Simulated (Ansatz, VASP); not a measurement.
## One calculation of AlFe, two programs

```
Fe Al
1.0
     2.92927    0.00000    0.00000
     0.00000    2.92927    0.00000
     0.00000    0.00000    2.92927
Fe Al
1 1
Cartesian
  1.4646 1.4646 1.4646
  0.0000 0.0000 0.0000
```

Change from the starting cell: volume scaled by 1.02.

Alike in both runs: task single point; functional PBE; k mesh 9 × 9 × 9; occupations fermi-dirac, width 0.05 eV; collinear spin, ferromagnetic start.

|  | VASP | Ansatz |
| --- | --- | --- |
| version | VASP 6.6.1 | Ansatz 0.2.0 |
| potentials or method | VASP PAW PBE potentials, release 64 (Fe, Al) | Ansatz PAW |
| plane-wave cutoff (eV) | 520 | 420 |
| valence electrons in the cell | 11 | 19 |

VASP gave:

| Item | Value |
| --- | --- |
| gap on the k mesh at the Fermi level (eV) | none |
| pressure (GPa) | -9.0 |
| net moment per atom (μB) | 0.33 |
| size of the moment on the site where the two differ most (μB) | 0.02 |

**Question.** Estimate Ansatz's values.

**Answer.** gap on the k mesh at the Fermi level (eV): none; pressure (GPa): -8.9; net moment per atom (μB): 0.34; size of the moment on the site where the two differ most (μB): 0.03.

Site moments also hang on the region over which each program counts them. A gap of «none» marks a metal or a gap that the smearing closes. With one functional, cell and mesh, what is left measures potentials, basis and numerics. The two sets of potentials don't hold the same shells in valence.
